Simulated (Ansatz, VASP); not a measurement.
Be: VASP beside Ansatz

```xyz
1
Lattice="0.0000 1.5297 1.5297 1.5297 0.0000 1.5297 1.5297 1.5297 0.0000" Properties=species:S:1:pos:R:3 pbc="T T T"
Be    0.0000    0.0000    0.0000
```

Alike in both runs: task single point; functional PBE; k mesh 30 × 30 × 30; occupations gaussian, width 0.1 eV; no spin polarisation.

```csv
,VASP,Ansatz
version,VASP 6.6.1,Ansatz 0.2.0
potentials or method,"VASP PAW PBE potentials, release 64 (Be)","scalar-relativistic, plane waves, PAW"
plane-wave cutoff (eV),520,420
valence electrons in the cell,2,2
```

VASP gave:

```
gap on the k mesh at the Fermi level (eV) : none
pressure (GPa)                            : 13.6
```

Q: Estimate Ansatz's values.

A: gap on the k mesh at the Fermi level (eV): none; pressure (GPa): 13.4.

A gap of «none» marks a metal or a gap that the smearing closes. With one functional, cell and mesh, what is left measures potentials, basis and numerics.
